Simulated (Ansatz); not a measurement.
HfO2: least direct gap against volume per atom

All results are calculated (Ansatz 0.2.0). Band levels at named k points (names of the unstrained cell) at fixed atoms, from the valence top (v1 top filled band, c1 lowest empty), gap the least over mesh, points and any path between them, spin-unpolarised plane waves, DDH-PBE0 mixes 1/eps_inf of exact exchange.

Cell of the first row (space group Fm-3m, No. 225):
```
HfO2
1.0
      0.0000     2.4280     2.4280
      2.4280     0.0000     2.4280
      2.4280     2.4280     0.0000
Hf O
1 2
Direct
  0.00000 0.00000 0.00000
  0.25000 0.25000 0.25000
  0.75000 0.75000 0.75000
```

Settings of every row: periodic directions 3; functional PBE; spin orbit no; potentials PAW; wave cutoff 420 eV; k mesh 8x8x8; smearing width 0.02 eV.

Point:
```csv
name,a (fraction of the reciprocal vector),b (fraction of the reciprocal vector),c (fraction of the reciprocal vector)
Gamma,0,0,0
X,0.5,0,0.5
U,0.625,0.25,0.625
K,0.375,0.375,0.75
L,0.5,0.5,0.5
W,0.5,0.25,0.75
extra_v,0,0.5,0.5
```

Limits: semilocal functionals tend to give too small a gap; no spin-orbit coupling, which shifts gaps with heavier elements (HfO2).

```csv
row,volume per atom (Å³),least direct gap (eV),band gap (eV)
1,9.543,?,?
2,9.844,4.019,4.019
3,10.151,3.947,3.947
4,10.412,3.886,3.886
5,10.786,3.803,3.803
6,11.113,3.729,3.729
7,11.446,3.657,3.657
8,11.786,3.582,3.582
9,12.132,3.507,3.507
```

Question: what least direct gap should row 1 give?

Worked fit of least direct gap. Take t = volume per atom − 11, in Å³. The shown rows have t = -1.156, -0.849, -0.588, -0.214, 0.113, 0.446, 0.786, 1.132. Least squares give least direct gap = 3.7546 − 0.22316 × t + 0.00433 × t² eV; a straight line predicts inner rows, each left out in turn, worse (root mean square 0.002 against 0.00097 eV). The rows lie off it by 0.001, 0.000, -0.001, 0.000, 0.000, 0.001, 0.000, -0.001. The withheld row has t = -1.457, so the fit gives 3.7546 − 0.22316 × (-1.457) + 0.00433 × (-1.457)² = 4.089 eV.

The calculation gave 4.086 eV. The fit lies 0.003 eV (0.52 % of the column's range) above it; its largest miss of a shown row is 0.001 eV. This row lies beyond the range of the fit.

The other values of row 1: band gap 4.086 eV.
